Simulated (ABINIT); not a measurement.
Write the native input for ABINIT 10.8.3 (patched build) that does the following.

- Task: band structure
- Functional: PBE
- Potentials or basis: JTH PAW PBE v2.0
- Cutoff: 544 eV
- k mesh: 7 × 7 × 4
- Occupations: fermi-dirac, width 0.05 eV
- Spin: no spin polarisation
- Fine-grid cutoff: 1088.46 eV
- Exchange and correlation inside the PAW spheres: full angular mesh (pawxcdev 0, this build's default; the released program takes 1)

Crystal: CdS (Greenockite).

```xyz
4
Lattice="4.1500 0.0000 0.0000 -2.0750 3.5940 0.0000 0.0000 0.0000 6.7370" Properties=species:S:1:pos:R:3 pbc="T T T"
Cd    2.0750    1.1980    3.3685
Cd    0.0000    2.3960    0.0000
S     2.0750    1.1980    5.8949
S     0.0000    2.3960    2.5264
```

One way to write it, as run:

run.abi

```
# Datasets: ground state, then fixed potential
ndtset 2

# Pseudopotentials
pp_dirpath "./"
pseudos "Cd.GGA_PBE-JTH.xml, S.GGA_PBE-JTH.xml"

# Structure
acell 4.15 4.15 6.737 Angstrom
rprim
     1.0000000000     0.0000000000     0.0000000000
    -0.5000000000     0.8660254038     0.0000000000
     0.0000000000     0.0000000000     1.0000000000
ntypat 2
znucl 48 16
natom 4
typat 1 1 2 2
xred
     0.6666666667     0.3333333333     0.5000000000
     0.3333333333     0.6666666667     0.0000000000
     0.6666666667     0.3333333333     0.8750000000
     0.3333333333     0.6666666667     0.3750000000

# Plane-wave basis
ecut 544.227725 eV
pawecutdg 40.0

# Exchange and correlation
ixc 11

# Bands and occupations
occopt 3
tsmear 0.00183747

# SCF cycle
nstep 100

# Output
iomode 3
prtwf 0
prteig 0
prtebands 0
enunit 2
prtden1 1
prtvha1 1
prtvclmb1 1
prtpot1 1

# Dataset 1
kptopt1 1
ngkpt1 7 7 4
nshiftk1 1
shiftk1 0.0 0.0 0.0
nband1 22
tolvrs1 1.0e-9

# Dataset 2: bands along G-M-K-G-A-L-H-A
iscf2 -2
getden2 1
nband2 26
nbdbuf2 2
tolwfr2 1.0e-12
kptopt2 -7
ndivsm2 8
prteig2 1
kptbounds2
     0.0000000000     0.0000000000     0.0000000000
     0.5000000000     0.0000000000     0.0000000000
     0.3333333333     0.3333333333     0.0000000000
     0.0000000000     0.0000000000     0.0000000000
     0.0000000000     0.0000000000     0.5000000000
     0.5000000000     0.0000000000     0.5000000000
     0.3333333333     0.3333333333     0.5000000000
     0.0000000000     0.0000000000     0.5000000000
```

Potentials or basis: JTH PAW PBE v2.0.

The run is started by

```sh
$ abinit run.abi > log 2>&1
```

It gave:

| Property | Result |
| --- | --- |
| Largest force | 0.069 eV/Å |
| Band gap on the k mesh | 1.18 eV, direct |
| Valence electrons inside the program's atomic spheres | Cd 10.46; S 3.58 |

Wall time 6.6 min on 1 thread of Arm Neoverse V2 (shared host), peak memory 0.23 GiB.
